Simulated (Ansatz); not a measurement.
# Elastic constants of BaS at 22 GPa (stress–strain coefficients): input and output

Level of theory: DFT PBEsol, scalar-relativistic, plane waves, PAW (Ansatz 0.2.0).

Launched with:
```bash
ansatz run input.yaml --threads 1 --pin off --max-ram 1228MiB --backend cpu --events-out ev --progress --plain --runs-dir out
```

Input (bare energies are in eV):
```yaml
crystal:
  lattice:
    - [0.0, 2.9002542123, 2.9002542123]
    - [2.9002542123, 0.0, 2.9002542123]
    - [2.9002542123, 2.9002542123, 0.0]
  atoms:
    - { symbol: Ba, position: [0.0, 0.0, 0.0] }
    - { symbol: S, position: [0.5, 0.5, 0.5] }
basis:
  ecutwfc: 420
kpoints:
  mp_grid: { grid: [8, 8, 8] }
hamiltonian:
  xc: pbesol
scf:
  occupations: { method: fixed }
output:
  forces: true
  stress: true
  eigenvalues: true
elastic:
  mode: relaxed_ion
  stencil: two_point
```

From the output:
```
--- Elastic constants: 2 strain directions × 2 members + reference (group order 48) ---
  dense FFT box of the reference and of every strained cell: 30×30×30
  strains applied: 11, 23; error gains: componentwise 1.00 (the most a stress slope's error grows in a printed constant), spectral 1.73 (1 for all six strains in a standard setting)
  C = ∂σ_k/∂η_j (tension-positive GPa; Voigt order 11 22 33 23 13 12):
       316.204     40.032     40.032     -0.000     -0.000      0.000
        40.032    316.204     40.032      0.000     -0.000      0.000
        40.032     40.032    316.204      0.000      0.000      0.000
        -0.000      0.000      0.000      1.220     -0.000      0.000
         0.000     -0.000      0.000      0.000      1.220      0.000
        -0.000      0.000      0.000     -0.000     -0.000      1.220
  reference stress σ⁰ (GPa):    -22.000    -22.000    -22.000      0.000     -0.000     -0.000
  C* (energy form; C + prestress term) asymmetry max|C*_kj − C*_jk| = 7.105e-15 GPa — a small one proves nothing (zero by symmetry where the batch's group is 432, −43m or m−3m); a large one is finite-difference/SCF noise where every solve ...
  moduli (Voigt/Reuss/Hill, GPa): K = 132.09/132.09/132.09   G = 55.97/2.02/28.99   E = 81.05   ν = 0.398
  mechanically stable: yes (min eigenvalue of sym C = 1.22 GPa)
  strain η (Voigt 11):  stress-route row diagonal C_11 = 316.20 GPa, energy-path curvature d²(F+E_count+ΔE)/dδ²/Ω₀ = 316.20 GPa
         δ    σ_11 (GPa) F (eV) n_scf n_hpsi n_pw
    -2.000e-3     -22.6385       -6750.9908952       7   14179    961   relax 0 steps, max|allowed force component| 1.18e-30 eV/Å
     2.000e-3     -21.3737       -6751.0176952       5   11705    970   relax 0 steps, max|allowed force component| 2.56e-30 eV/Å
  strain η (Voigt 23):  stress-route row diagonal C_44 = 1.22 GPa, energy-path curvature d²(F+E_count+ΔE)/dδ²/Ω₀ = 12.22 GPa
         δ    σ_23 (GPa) F (eV) n_scf n_hpsi n_pw
    -2.000e-3      -0.0024       -6751.0044804       7   22217    966   relax 0 steps, max|allowed force component| 1.87e-29 eV/Å
     2.000e-3       0.0024       -6751.0044804       5   18206    966   relax 0 steps, max|allowed force component| 8.78e-30 eV/Å
```

It took 21 s on 1 thread of Arm Neoverse N1, with other jobs on the host, peak memory 0.36 GiB.

Other phases may be more stable at this pressure.